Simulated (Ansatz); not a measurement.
# SnO: the cost of one run

Computed with Ansatz 0.2.0 (DFT PBE, scalar-relativistic, plane waves, PAW, unless a step's input says otherwise).

### Step 1. The system as given

The structure is tetragonal, space group P4/nmm (No. 129). Conventional cell: a = 3.799 Å, b = 3.799 Å, c = 4.841 Å, α = 90.00°, β = 90.00°, γ = 90.00°. Sn (site symmetry 4mm) has 4 O at 2.22 Å in its first shell of neighbours. O (site symmetry -4m2) has 4 Sn at 2.22 Å in its first shell of neighbours.

Coordinates:

```cif
data_structure
_symmetry_space_group_name_H-M 'P4/nmm:1'
_symmetry_Int_Tables_number 129
_cell_length_a 3.7986
_cell_length_b 3.7986
_cell_length_c 4.8408
_cell_angle_alpha 90.000
_cell_angle_beta 90.000
_cell_angle_gamma 90.000
_cell_volume 69.85
loop_
_atom_site_label
_atom_site_type_symbol
_atom_site_symmetry_multiplicity
_atom_site_Wyckoff_symbol
_atom_site_fract_x
_atom_site_fract_y
_atom_site_fract_z
_atom_site_occupancy
Sn1 Sn 2 c 0.50000 0.00000 0.23690 1
O1 O 2 a 0.00000 0.00000 0.00000 1
```

The runs take a perfect supercell of 64 atoms; the defect goes to fractional position (0.000, 0.000, 0.000).

### Step 2. The perfect supercell

File input.yaml:

```yaml
crystal:
  lattice:
    - [-7.5972, -7.5972, 0.0]
    - [7.5972, -7.5972, 0.0]
    - [0.0, 7.5972, 9.6816]
  atoms:
    - { symbol: Sn, position: [0.934225, 0.184225, 0.61845] }
    - { symbol: Sn, position: [0.934225, 0.184225, 0.11845] }
    - { symbol: Sn, position: [0.684225, 0.434225, 0.61845] }
    - { symbol: Sn, position: [0.934225, 0.684225, 0.11845] }
    - { symbol: Sn, position: [0.434225, 0.184225, 0.61845] }
    - { symbol: Sn, position: [0.684225, 0.434225, 0.11845] }
    - { symbol: Sn, position: [0.934225, 0.684225, 0.61845] }
    - { symbol: Sn, position: [0.434225, 0.184225, 0.11845] }
    - { symbol: Sn, position: [0.684225, 0.934225, 0.11845] }
    - { symbol: Sn, position: [0.184225, 0.434225, 0.61845] }
    - { symbol: Sn, position: [0.434225, 0.684225, 0.11845] }
    - { symbol: Sn, position: [0.684225, 0.934225, 0.61845] }
    - { symbol: Sn, position: [0.184225, 0.434225, 0.11845] }
    - { symbol: Sn, position: [0.434225, 0.684225, 0.61845] }
    - { symbol: Sn, position: [0.184225, 0.934225, 0.11845] }
    - { symbol: Sn, position: [0.184225, 0.934225, 0.61845] }
    - { symbol: Sn, position: [0.815775, 0.315775, 0.38155] }
    - { symbol: Sn, position: [0.565775, 0.065775, 0.38155] }
    - { symbol: Sn, position: [0.815775, 0.315775, 0.88155] }
    - { symbol: Sn, position: [0.565775, 0.065775, 0.88155] }
    - { symbol: Sn, position: [0.815775, 0.815775, 0.88155] }
    - { symbol: Sn, position: [0.315775, 0.315775, 0.38155] }
    - { symbol: Sn, position: [0.565775, 0.565775, 0.88155] }
    - { symbol: Sn, position: [0.815775, 0.815775, 0.38155] }
    - { symbol: Sn, position: [0.065775, 0.065775, 0.38155] }
    - { symbol: Sn, position: [0.315775, 0.315775, 0.88155] }
    - { symbol: Sn, position: [0.565775, 0.565775, 0.38155] }
    - { symbol: Sn, position: [0.065775, 0.065775, 0.88155] }
    - { symbol: Sn, position: [0.315775, 0.815775, 0.88155] }
    - { symbol: Sn, position: [0.065775, 0.565775, 0.88155] }
    - { symbol: Sn, position: [0.315775, 0.815775, 0.38155] }
    - { symbol: Sn, position: [0.065775, 0.565775, 0.38155] }
    - { symbol: O, position: [0.0, 0.0, 0.0] }
    - { symbol: O, position: [0.0, 0.0, 0.5] }
    - { symbol: O, position: [0.0, 0.5, 0.5] }
    - { symbol: O, position: [0.5, 0.0, 0.0] }
    - { symbol: O, position: [0.75, 0.25, 0.5] }
    - { symbol: O, position: [0.0, 0.5, 0.0] }
    - { symbol: O, position: [0.5, 0.0, 0.5] }
    - { symbol: O, position: [0.75, 0.25, 0.0] }
    - { symbol: O, position: [0.5, 0.5, 0.5] }
    - { symbol: O, position: [0.75, 0.75, 0.0] }
    - { symbol: O, position: [0.25, 0.25, 0.5] }
    - { symbol: O, position: [0.5, 0.5, 0.0] }
    - { symbol: O, position: [0.75, 0.75, 0.5] }
    - { symbol: O, position: [0.25, 0.25, 0.0] }
    - { symbol: O, position: [0.25, 0.75, 0.0] }
    - { symbol: O, position: [0.25, 0.75, 0.5] }
    - { symbol: O, position: [0.75, 0.0, 0.0] }
    - { symbol: O, position: [0.0, 0.25, 0.5] }
    - { symbol: O, position: [0.75, 0.0, 0.5] }
    - { symbol: O, position: [0.0, 0.25, 0.0] }
    - { symbol: O, position: [0.75, 0.5, 0.5] }
    - { symbol: O, position: [0.0, 0.75, 0.0] }
    - { symbol: O, position: [0.25, 0.0, 0.0] }
    - { symbol: O, position: [0.5, 0.25, 0.5] }
    - { symbol: O, position: [0.75, 0.5, 0.0] }
    - { symbol: O, position: [0.0, 0.75, 0.5] }
    - { symbol: O, position: [0.25, 0.0, 0.5] }
    - { symbol: O, position: [0.5, 0.25, 0.0] }
    - { symbol: O, position: [0.25, 0.5, 0.5] }
    - { symbol: O, position: [0.5, 0.75, 0.0] }
    - { symbol: O, position: [0.25, 0.5, 0.0] }
    - { symbol: O, position: [0.5, 0.75, 0.5] }
basis:
  ecutwfc: 420
  fft_grid_basis: typed
kpoints:
  mp_grid: { grid: [1, 1, 1] }
hamiltonian:
  xc: pbe
  pseudopotentials: { kind: paw }
scf:
  occupations: { method: gaussian, width: 0.05 }
output:
  forces: true
  stress: false
  eigenvalues: true
  bader: false
  write_density: true
  volumetric_format: npy
```

Launch:

```sh
> ansatz run input.yaml --threads 8 --pin off --max-ram 16384MiB --backend cpu --events-out ev --progress --plain --runs-dir out
```

**Question.** How long does this run take on 8 threads of Intel Xeon 6975P-C (Granite Rapids), shared host, and how much memory does it need?

About 2.8 s, with a peak of 1.6 GiB.
